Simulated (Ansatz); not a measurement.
# How the conductance of NiSi2/Si/CoSi2 changes with thickness, part 3 of 8

Wanted: T(E), the conductance and its decay constant for NiSi2/Si/CoSi2. The lower electrode is NiSi2 fluorite(111) turned by 180 degrees (type B), the upper one CoSi2 fluorite(111) turned by 180 degrees (type B); the barrier is Si diamond(111) (whole bilayers). In the first transport cell, after relaxation, the nearest pair of electrode and barrier is Si–Si at 2.37 Å, along the normal, at the lower face and Si–Si at 2.39 Å, along the normal, at the upper one. All share a net of side 3.84 Å, which strains the lower electrode by +0.0 %, the upper one by +1.3 % and the barrier by -0.7 %, against typed lattice constants near PBE's. The first steps treat the bulk electrodes alone.

Ansatz 0.2.0; PBE DFT, plane waves, PAW files (the session's first sound run).

So far: The structure; Layer spacing of the electrode; The strained electrode.

### 4. Relaxation

System of this step: NiSi2/Si/CoSi2. The cell holds 14 atoms: 12 Si, 1 Ni and 1 Co. Cell: a = 3.840 Å, b = 3.840 Å, c = 33.882 Å, α = 90.0°, β = 90.0°, γ = 120.0°. Vacuum lies along c.

Tunnelling depends exponentially on distance, so the interfaces are relaxed first. A short slab in vacuum serves: only the barrier and the layers next to it are taken over, and later cells can add or drop layers in the barrier's middle. The dipole correction removes the field that unlike faces would set up across the vacuum.

Input file input.yaml:

```yaml
crystal:
  lattice:
    - [3.84, 0.0, 0.0]
    - [-1.92, 3.3255375505, 0.0]
    - [0.0, 0.0, 33.8824343919]
  atoms:
    - { symbol: Si, position: [0.66666667, 0.33333333, 0.2361105435] }
    - { symbol: Si, position: [0.0, 0.0, 0.2823701701] }
    - { symbol: Ni, position: [0.66666667, 0.33333333, 0.3054999834] }
    - { symbol: Si, position: [0.33333333, 0.66666667, 0.3286297967] }
    - { symbol: Si, position: [0.33333333, 0.66666667, 0.3956261634] }
    - { symbol: Si, position: [0.66666667, 0.33333333, 0.4190456535] }
    - { symbol: Si, position: [0.66666667, 0.33333333, 0.4893041237] }
    - { symbol: Si, position: [0.0, 0.0, 0.5127236138] }
    - { symbol: Si, position: [0.0, 0.0, 0.582982084] }
    - { symbol: Si, position: [0.33333333, 0.66666667, 0.6064015741] }
    - { symbol: Si, position: [0.33333333, 0.66666667, 0.6733979408] }
    - { symbol: Co, position: [0.0, 0.0, 0.6960208197] }
    - { symbol: Si, position: [0.66666667, 0.33333333, 0.7186436986] }
    - { symbol: Si, position: [0.0, 0.0, 0.7638894565] }
kpoints:
  mp_grid: { grid: [8, 8, 1] }
scf:
  occupations: { method: fermi_dirac, width: 0.1 }
  max_iter: 150
hamiltonian:
  xc: pbe
efield:
  axis: 3
  dipole_correction: true
relax:
  f_tol: 0.04
  max_steps: 60
output:
  forces: true
```

Launch:

```bash
> ansatz run input.yaml --threads 8 --pin off --max-ram 24576MiB --backend cpu --events-out ev --progress --plain --runs-dir out
```

Numbers of over 12 decimals in the logs are rounded to 6 here.

The program printed:

```text
[...]
Crystal: 14 atoms, lattice volume = 432.681 Å³
Basis set: ecut = 420 eV, 8453 PW (Γ), exchange–correlation on 54×54×480 points (8 copies of the dense FFT grid, shifted against one another)
Bands: 56, of which v1, the nominal top of the filled ones, is band 42 counted from 1 (41 counted from 0)
Symmetry: 6 space group operations
[...]
k-points: 10 of 64 (time reversal used)
[...]
SCF iter   1: F=—  HF=-18593.751158 eV  |F-HF|=—  |Δ(HF+E_count)|=         —  Δρ=4.06e-3  dr2=1.38e0  ethr=1.77e-3  p=-0.009 e·Å  D=-3.87e-3 V/Å  ΔV_dip=0.13 eV  dr2_dipole=8.44e-1  V_vac-E_F(+/−)=4.96/4.83 eV  ⟨swp⟩=10.1  Hψ=3210  notcnv=0  defer=4
efield: sawtooth ramp at fractional position 0.9500 (placed from the atoms, in the widest stretch of the axis that holds none; the zero of the levels goes with the place), width 0.1000; the density the first Hamiltonian is built on has a dipole p = -0.009 e·Å; the dipole correction subtracts the counter field D = -3.87e-3 V/Å, which shifts the + side's vacuum level by +0.13 eV against the − side's; the planar-averaged density in the ramp window peaks in size at 2.1e-5 e/Å³
[...]
SCF iter   2: F=—  HF=-18593.725896 eV  |F-HF|=—  |Δ(HF+E_count)|=   2.53e-2  Δρ=7.42e-3  dr2=1.91e-1  ethr=1.66e-3  p=0.010 e·Å  D=4.30e-3 V/Å  ΔV_dip=-0.15 eV  dr2_dipole=3.17e-3  V_vac-E_F(+/−)=5.14/5.28 eV  ⟨swp⟩=2.7  Hψ=763  notcnv=0  defer=17
[...]
SCF iter   8: F=-18593.711108 eV  HF=-18593.711113 eV  |F-HF|=5.10e-6  |Δ(HF+E_count)|=   2.16e-7  Δρ=2.13e-5  dr2=5.47e-6  ethr=4.82e-8  p=0.006 e·Å  D=2.68e-3 V/Å  ΔV_dip=-0.09 eV  dr2_dipole=1.02e-6  V_vac-E_F(+/−)=5.20/5.29 eV  ⟨swp⟩=5.0  Hψ=1944  notcnv=0
SCF 1 converged in 8 iterations: F = -18593.711108 eV  dr2 = 5.47e-6
[...]
relax step   1: F+E_penalty+E_count = -18593.71110839 eV  Δ(F+E_penalty+E_count) = +0.000e0 eV  max|allowed force component| = 1.221e0 eV/Å  Δτ_max = 0.0000 Å  (8 SCF iters, dr2 threshold 4.00e-5 eV, accepted)
[...]
SCF iter   1: F=—  HF=-18593.895922 eV  |F-HF|=—  |Δ(HF+E_count)|=         —  Δρ=6.65e-3  dr2=5.42e-1  ethr=6.51e-4  p=0.006 e·Å  D=2.67e-3 V/Å  ΔV_dip=-0.09 eV  dr2_dipole=1.22e-1  V_vac-E_F(+/−)=5.17/5.26 eV  ⟨swp⟩=1.0  Hψ=2231  notcnv=0  defer=15
efield: sawtooth ramp at fractional position 0.9500 (handed on by an earlier solve), width 0.1000; the density the first Hamiltonian is built on has a dipole p = 0.006 e·Å; the dipole correction subtracts the counter field D = 2.67e-3 V/Å, which shifts the + side's vacuum level by -0.09 eV against the − side's; the planar-averaged density in the ramp window peaks in size at 8.8e-6 e/Å³
[...]
SCF iter   2: F=—  HF=-18593.874138 eV  |F-HF|=—  |Δ(HF+E_count)|=   2.18e-2  Δρ=4.74e-3  dr2=1.11e-1  ethr=6.51e-4  p=0.009 e·Å  D=3.76e-3 V/Å  ΔV_dip=-0.13 eV  dr2_dipole=1.95e-2  V_vac-E_F(+/−)=5.12/5.25 eV  ⟨swp⟩=2.2  Hψ=959  notcnv=0  defer=15
[...]
SCF iter   7: F=-18593.854157 eV  HF=-18593.854212 eV  |F-HF|=5.43e-5  |Δ(HF+E_count)|=   3.46e-5  Δρ=8.94e-5  dr2=6.26e-5  ethr=1.12e-7  p=0.010 e·Å  D=4.35e-3 V/Å  ΔV_dip=-0.15 eV  dr2_dipole=8.89e-6  V_vac-E_F(+/−)=5.19/5.34 eV  ⟨swp⟩=4.0  Hψ=2407  notcnv=0
SCF 2 converged in 7 iterations: F = -18593.854157 eV  dr2 = 6.26e-5
relax step   2: F+E_penalty+E_count = -18593.85415730 eV  Δ(F+E_penalty+E_count) = -1.430e-1 eV  max|allowed force component| = 4.848e-1 eV/Å  Δτ_max = 0.1135 Å  (7 SCF iters, dr2 threshold 9.32e-5 eV, accepted)
SCF iter   1: F=—  HF=-18593.908684 eV  |F-HF|=—  |Δ(HF+E_count)|=         —  Δρ=3.28e-3  dr2=2.07e-1  ethr=1.44e-3  p=0.010 e·Å  D=4.35e-3 V/Å  ΔV_dip=-0.15 eV  dr2_dipole=7.73e-2  V_vac-E_F(+/−)=5.17/5.32 eV  ⟨swp⟩=3.7  Hψ=1452  notcnv=0  defer=13
[...]
SCF iter   7: F=-18593.893240 eV  HF=-18593.893249 eV  |F-HF|=9.33e-6  |Δ(HF+E_count)|=   2.45e-6  Δρ=5.62e-5  dr2=1.43e-5  ethr=1.77e-8  p=0.015 e·Å  D=6.10e-3 V/Å  ΔV_dip=-0.21 eV  dr2_dipole=4.25e-7  V_vac-E_F(+/−)=5.19/5.39 eV  ⟨swp⟩=4.0  Hψ=2460  notcnv=0
SCF 3 converged in 7 iterations: F = -18593.893240 eV  dr2 = 1.43e-5
relax step   3: F+E_penalty+E_count = -18593.89323993 eV  Δ(F+E_penalty+E_count) = -3.908e-2 eV  max|allowed force component| = 9.605e-2 eV/Å  Δτ_max = 0.0612 Å  (7 SCF iters, dr2 threshold 1.47e-5 eV, accepted)
[...]
relax step   4: F+E_penalty+E_count = -18593.89482151 eV  Δ(F+E_penalty+E_count) = -1.582e-3 eV  max|allowed force component| = 5.315e-2 eV/Å  Δτ_max = 0.0121 Å  (9 SCF iters, accepted)
SCF iter   1: F=—  HF=-18593.896002 eV  |F-HF|=—  |Δ(HF+E_count)|=         —  Δρ=7.32e-4  dr2=4.74e-3  ethr=2.58e-5  p=0.014 e·Å  D=6.00e-3 V/Å  ΔV_dip=-0.20 eV  dr2_dipole=3.26e-3  V_vac-E_F(+/−)=5.20/5.40 eV  ⟨swp⟩=2.0  Hψ=1180  notcnv=0  defer=19
[...]
SCF iter   8: F=-18593.895662 eV  HF=-18593.895662 eV  |F-HF|=5.25e-8  |Δ(HF+E_count)|=   8.34e-9  Δρ=1.63e-6  dr2=1.43e-8  ethr=1.20e-10  p=0.013 e·Å  D=5.56e-3 V/Å  ΔV_dip=-0.19 eV  dr2_dipole=1.71e-9  V_vac-E_F(+/−)=5.21/5.40 eV  ⟨swp⟩=4.0  Hψ=2407  notcnv=0
SCF 5 converged in 8 iterations: F = -18593.895662 eV  dr2 = 1.43e-8
relax step   5: F+E_penalty+E_count = -18593.89566242 eV  Δ(F+E_penalty+E_count) = -8.409e-4 eV  max|allowed force component| = 1.380e-2 eV/Å  Δτ_max = 0.0123 Å  (8 SCF iters, accepted)
SCF converged after 8 iterations
Free energy (F): -18593.895662 eV
[...]
Internal energy: -18593.696951 eV  (E = F + TS)
E sigma→0 (E₀):  -18593.796307 eV
Entropy (-TS):   -0.198712 eV (-14.194 meV/atom)
Fermi energy:    2.228210 eV
Dipole field:    D = 0.005603 V/Å  (p = 0.013397 e·Å, saw-weighted, corrected)
Work function:   Φ+ = 5.2064 eV   Φ− = 5.3963 eV
Levels:          The Fermi level and band energies are counted from a zero that moves with the ramp; work functions are not
[...]
--- Forces (eV/Å), atoms counted from 1 ---
  atom   1  Si     0.00000000     0.00000000    -0.00751298
  atom   2  Si     0.00000000     0.00000000     0.00520305
  atom   3  Ni     0.00000000    -0.00000000     0.00590158
  atom   4  Si     0.00000000     0.00000000     0.00000869
  atom   5  Si     0.00000000    -0.00000000     0.00161957
  atom   6  Si     0.00000000     0.00000000    -0.00062487
  atom   7  Si     0.00000000    -0.00000000    -0.00613122
  atom   8  Si     0.00000000     0.00000000     0.00602918
  atom   9  Si     0.00000000    -0.00000000    -0.00133050
  atom  10  Si     0.00000000     0.00000000     0.00820577
  atom  11  Si     0.00000000    -0.00000000    -0.01380354
  atom  12  Co     0.00000000     0.00000000     0.01349794
  atom  13  Si     0.00000000    -0.00000000    -0.00687553
  atom  14  Si    -0.00000000     0.00000000    -0.00420337
  max |Σ_I F_I| component: 1.62e-5 eV/Å
--- Relaxed structure (5 steps of the walk, 5 accepted, 0 SCFs on fresh bases) ---
  F+E_penalty+E_count = -18593.89566242 eV   max|allowed force component| = 1.380e-2 eV/Å
  atoms:
    - { symbol: Si, position: [0.666667, 0.333333, 0.232219] }
    - { symbol: Si, position: [1.912860391521769e-17, -6.608470383688814e-17, 0.278082] }
    - { symbol: Ni, position: [0.666667, 0.333333, 0.300080] }
    - { symbol: Si, position: [0.333333, 0.666667, 0.326532] }
    - { symbol: Si, position: [0.333333, 0.666667, 0.396504] }
    - { symbol: Si, position: [0.666667, 0.333333, 0.420081] }
    - { symbol: Si, position: [0.666667, 0.333333, 0.490081] }
    - { symbol: Si, position: [2.507418141428358e-17, -6.608470383688812e-17, 0.513692] }
    - { symbol: Si, position: [2.484291006566707e-17, -6.608470383688812e-17, 0.583746] }
    - { symbol: Si, position: [0.333333, 0.666667, 0.607152] }
    - { symbol: Si, position: [0.333333, 0.666667, 0.677707] }
    - { symbol: Co, position: [2.861807030130659e-17, -6.608470383688811e-17, 0.700122] }
    - { symbol: Si, position: [0.666667, 0.333333, 0.719608] }
    - { symbol: Si, position: [2.5282102797676002e-17, -6.60847038368881e-17, 0.765041] }
```

Wall time 12 s (8 threads of Arm Neoverse V2, shared host); peak memory 1.3 GiB.

This run has no spin polarisation, although Co and Ni can carry a moment.

Step by step:

| step | energy less that of the first step (eV) | largest force component (eV/Å) |
| --- | --- | --- |
| 1 | 0.0000 | 1.2211 |
| 2 | -0.1430 | 0.4848 |
| 3 | -0.1821 | 0.0960 |
| 4 | -0.1837 | 0.0531 |
| 5 | -0.1846 | 0.0138 |

Forces are held to the 6 operations that the run works with; a distortion that breaks them can't arise in this run.

The atoms that moved most (Å):

| atom | dx | dy | dz | length |
| --- | --- | --- | --- | --- |
| Ni3 | 0.000 | 0.000 | -0.184 | 0.184 |
| Si11 | 0.000 | 0.000 | 0.146 | 0.146 |
| Si2 | 0.000 | 0.000 | -0.145 | 0.145 |
| Co12 | 0.000 | 0.000 | 0.139 | 0.139 |
| Si1 | 0.000 | 0.000 | -0.132 | 0.132 |
| Si4 | 0.000 | 0.000 | -0.071 | 0.071 |
| Si14 | 0.000 | 0.000 | 0.039 | 0.039 |
| Si6 | 0.000 | 0.000 | 0.035 | 0.035 |

Final coordinates:

```cif
data_structure
_symmetry_space_group_name_H-M 'P 1'
_symmetry_Int_Tables_number 1
_cell_length_a 3.8400
_cell_length_b 3.8400
_cell_length_c 33.8824
_cell_angle_alpha 90.000
_cell_angle_beta 90.000
_cell_angle_gamma 120.000
_cell_volume 432.68
loop_
_atom_site_label
_atom_site_type_symbol
_atom_site_fract_x
_atom_site_fract_y
_atom_site_fract_z
_atom_site_occupancy
Si1 Si 0.66667 0.33333 0.23222 1
Si2 Si 0.00000 0.00000 0.27808 1
Ni3 Ni 0.66667 0.33333 0.30008 1
Si4 Si 0.33333 0.66667 0.32653 1
Si5 Si 0.33333 0.66667 0.39650 1
Si6 Si 0.66667 0.33333 0.42008 1
Si7 Si 0.66667 0.33333 0.49008 1
Si8 Si 0.00000 0.00000 0.51369 1
Si9 Si 0.00000 0.00000 0.58375 1
Si10 Si 0.33333 0.66667 0.60715 1
Si11 Si 0.33333 0.66667 0.67771 1
Co12 Co 0.00000 0.00000 0.70012 1
Si13 Si 0.66667 0.33333 0.71961 1
Si14 Si 0.00000 0.00000 0.76504 1
```

This step gave:

```
free energy               : -18593.8957 eV
Fermi energy              : 2.228 eV
work function, upper face : 5.206 eV
work function, lower face : 5.396 eV
dipole along the normal   : 0.01340 e·Å
dipole field              : 0.005603 V/Å
```

The largest force component on a free atom ends at 0.014 eV/Å. The work functions of the outer faces are 5.40 and 5.21 eV.

(Continued in part 4 of 8.)

[Logs are printed without paths, hosts, clocks, repeated set-up lines and the standing remarks that a program may print on its own settings, such as how far it seeks lower states.]

[Hosts, paths, dates, database ids (printed as entryN), source tags and the programs' standing remarks are cut or masked in the printed files.]
